## Question

Nickel disilicide, NiSi₂, is a metal that grows on silicon and serves as a contact. Its crystal has the cubic fluorite structure, with each nickel atom surrounded by eight silicon atoms. Several programs treated the same crystal with the same density functional, PBE, and the atoms were held where they were. In every run the nickel atom started with a magnetic moment of 1 Bohr magneton, which was then free to change.

Kohn–Sham DFT (PBE, collinear spins, no spin–orbit coupling or dispersion correction) for NiSi₂ in a fixed 3-atom cell, with a 9×9×9 k mesh and Fermi–Dirac smearing of 0.05 eV. Energies under "basis" are plane-wave cutoffs. Pressure is positive in compression; the Ansatz value is given without its Pulay correction.

```csv
program,potentials,basis,pressure (GPa),cell moment (μB)
Octopus,pseudodojo_pbe,default,n/a,0.000
SIRIUS,all electron FP LAPW,apw+lo standard,n/a,0.000
VASP,"VASP PAW PBE potentials, recommended",520 eV,3.760,0.000
Ansatz,Ansatz PAW,420 eV,3.770,0.000
ABACUS,PseudoDojo NC SR 0.4.1 PBE standard,1333 eV,3.880,0.000
ABINIT,JTH PAW PBE v2.0,1116 eV,4.050,0.000
Quantum ESPRESSO,SSSP 1.3 efficiency PBE,748 eV,4.060,0.000
GPAW,GPAW PAW data sets (gpaw data 1.2.1),600 eV,5.040,0.000
```

A positive pressure means that the crystal pushes outward against its fixed cell. The cell used here is close to the measured one. Take a bulk modulus of roughly 160 GPa and a lattice constant roughly 0.5% smaller than that of silicon; both are rough recalled values.

(a) Why do all the computed pressures have the same sign, and what change of lattice constant do they imply?

(b) GPAW stands apart from the other programs. Per cell, VASP keeps 18 electrons out of the frozen core, GPAW 24, and Ansatz, ABACUS, ABINIT and Quantum ESPRESSO 26 each. Decide whether a magnetic state or this number of electrons can explain GPAW's pressure.

(c) Four electron levels at the centre of the Brillouin zone, measured from the Fermi energy, were compared with those of the all-electron program SIRIUS. The mean deviation is 40 meV for GPAW and at most 13 meV for Octopus, ABACUS, VASP, ABINIT and Quantum ESPRESSO. Octopus and ABACUS, which use potentials of the same family, differ from each other by only 0.5 meV. What does this suggest about the odd pressure?

(d) What follows for someone who wants the strain of an NiSi₂ film on silicon?

## Model answer

**(a) The common push outward.** Pressure is the slope of the energy against volume, with its sign reversed: $p=-\mathrm{d}E/\mathrm{d}V$. If $p$ is positive, the energy falls as the cell grows, so the functional prefers a larger crystal than the one it was given. All six programs that report a pressure agree on this. They differ in potentials and basis but share PBE and the cell, so the common sign belongs to that pair.

The cause is a well-known habit of PBE. Its exchange energy is lowered where the electron density varies strongly in space. Pulling atoms apart makes the density between them more uneven, and PBE rewards this a little too much in most solids. Bonds come out slightly too weak and lattice constants slightly too large. The table shows the push; that PBE is its source is an argument from this general experience, since only one functional was used.

To turn the push into a length, let $V$ be the volume of the fixed cell and $\Delta V$ the growth needed to bring the pressure to zero. For a small change the bulk modulus $B$ links the two by $p\approx B\,\Delta V/V$. The volume of a cubic crystal goes as the cube of its lattice constant $a$, so $\Delta V/V\approx 3\,\Delta a/a$. Hence

$$\frac{\Delta a}{a}\approx\frac{p}{3B}.$$

ABACUS gives 3.88 GPa, which is also the median of the five pressures that lie close together. The estimate is then $3.88/(3\times160)\approx0.008$, a growth of about 0.8%. A crystal softens as it expands, so the formula slightly overstates the growth if $B$ is the value at zero pressure and slightly understates it if $B$ belongs to the fixed cell. The uncertainty of the recalled bulk modulus matters more than this, and one digit is all the estimate deserves.

**(b) Two explanations put to the test.** Magnetism deserves a hearing because it can really change a pressure. When a metal becomes magnetic, electrons move from one spin direction to the other and occupy states that bind less well. The crystal then tends to expand, and in a fixed cell it pushes harder. A magnetic solution in GPAW alone would therefore have been a natural explanation.

The cell moments rule it out. Every run began with a moment on nickel, and every run lost it, GPAW included. The moments on the single atoms vanish as well in the runs that report them, GPAW among them, so the zero total hides no opposed moments. The usual reason in such a silicide is that the nickel d states mix with silicon p states and lie mostly below the Fermi energy. Few electrons are then left that could gain from turning their spins parallel. Whatever sets GPAW apart, it is a difference within the same nonmagnetic metal.

The frozen core is the next candidate. Most of these programs do not follow the innermost electrons; they fix them as they are in a free atom. For nickel the choice concerns the 3s and 3p shells, which lie just inside the bonding region. VASP freezes both and follows 18 electrons per cell, GPAW follows 24, and the other four programs with a pressure follow 26.

If freezing more electrons raised the pressure, VASP should lie highest. It lies lowest, at 3.76 GPa, while GPAW with its larger valence gives 5.04 GPa. Moreover, the four programs with 26 electrons already differ among themselves by 0.29 GPa, almost the whole spread of the five that lie close together. The number of electrons followed is therefore not what orders these pressures. GPAW is, however, the only run with 24, so its particular split between core and valence cannot be cleared this way; it is part of the data set discussed next.

**(c) What the levels add.** Octopus describes the electrons on a grid of points in space, ABACUS by plane waves. Their levels nevertheless agree to within a millielectronvolt, because both use the same family of potentials. Each of them differs from SIRIUS by about 7 meV, far more than they differ from each other. For these two programs, then, the potential matters more to the levels than the way the equations are solved.

GPAW's levels lie about three times as far from the all-electron result as those of the next program. The row that is odd in pressure is thus also odd in a quantity that has an independent reference. This makes GPAW's description of the atoms, that is, its data set for nickel or silicon, the first suspect. It remains a suspicion, because the GPAW run also has its own cutoff and grids, and these were not varied. Too low a cutoff normally makes the computed pressure too small, however, which is the wrong sign for this excess. The Ansatz run shows this sign: its correction for the finite basis, left out of the table, would raise its pressure by about 0.05 GPa.

A small fault in a data set is enough to do this. GPAW lies about 1.2 GPa above the median of the other five, and 1 GPa is about 0.006 eV/Å³. Increasing the volume by one percent adds about 0.13 Å³ per atom. An energy error that changes by only about 1 meV per atom over that step would produce the whole excess. An error that stayed the same at every volume, however large, would not touch the pressure at all.

**(d) Strain on silicon.** Real NiSi₂ is about 0.5% smaller than silicon, so a film that follows the silicon lattice is stretched. Suppose someone relaxes NiSi₂ with PBE and compares it with the measured silicon lattice. The computed silicide is about 0.8% too large and now appears about 0.3% larger than silicon. The film seems compressed, and the strain has the wrong sign.

The remedy is to relax both crystals with the same functional. PBE is known to make silicon too large by a similar fraction, so much of the error should drop out of the difference; silicon was not computed here. The result is the misfit of a static lattice. The silicide expands more with heat than silicon does, so the misfit at room or growth temperature is expected to be noticeably smaller than the static one. An error in the data set of one element need not cancel in this way. GPAW's excess pressure corresponds to about 0.24% in the lattice constant, which is half the misfit to be computed. If it comes from nickel, silicon has no matching error to remove it.

## Remarks on the reasoning

The answer rests on separating what the programs share from what they do not. The shared part is a push of about 4 GPa, and it reflects the functional and the chosen cell. The five neighbouring programs differ by 0.3 GPa, which amounts to less than 0.1% in the lattice constant. Their cutoffs are usual working values, not converged limits, so this scatter holds errors of the basis as well as of the potentials. For them the choice of program matters far less than the choice of PBE. A candidate who explains the sign of the pressure by the potentials has mixed up these two levels.

A common mistake is to treat the majority as the truth. Five programs that agree show that PBE has been solved in much the same way five times; they do not show that PBE describes the crystal correctly. Nor does a vote alone convict the sixth. The case against GPAW becomes serious only when the all-electron levels, which owe nothing to the vote, point to the same row.

The opposite mistake is to read too much into one number drawn from the levels. VASP and ABINIT have nearly the same mean deviation from SIRIUS, yet their pressures differ by 0.29 GPa. The mean hides the sign. The lowest of the four levels lies at −5.22 eV in VASP, −5.236 eV in ABACUS, −5.239 eV in Quantum ESPRESSO, −5.246 eV in ABINIT and −5.268 eV in GPAW, with SIRIUS at −5.237 eV. A deeper level thus goes with a higher pressure, apart from the near tie in pressure between Quantum ESPRESSO and ABINIT, and the all-electron value falls among the close rows, not near GPAW. With so few rows this is a hint, not a rule. Levels describe electrons at one volume, whereas the pressure depends on how the energy changes between volumes. A large deviation in the levels is a reason to look at a data set again, but a small one does not certify its pressure.

The same reasoning carries over to a neighbouring silicide computed with PBE in its measured cell. One should expect a pressure common to all sound programs, with a scatter on top that comes from the potentials and the basis. The sign of the common part has to be computed each time, because PBE does not make every silicide too large. A stiffer crystal turns a given error in lattice constant into a larger pressure, because $p\approx3B\,\Delta a/a$. Pressures of different materials should therefore be converted into lengths before anyone decides which is described worse.

What remains open is whether GPAW's excess comes from its data set or from its cutoff and grids. Two further runs would help to separate them. The first keeps the data set and raises the cutoff until the pressure stops changing; the second keeps that cutoff and exchanges the nickel data set. If the pressure falls towards 4 GPa in the first run, the setting was at fault; if it falls only in the second, the nickel data set was. If it falls in neither, the silicon data set and the grids remain to be tested.
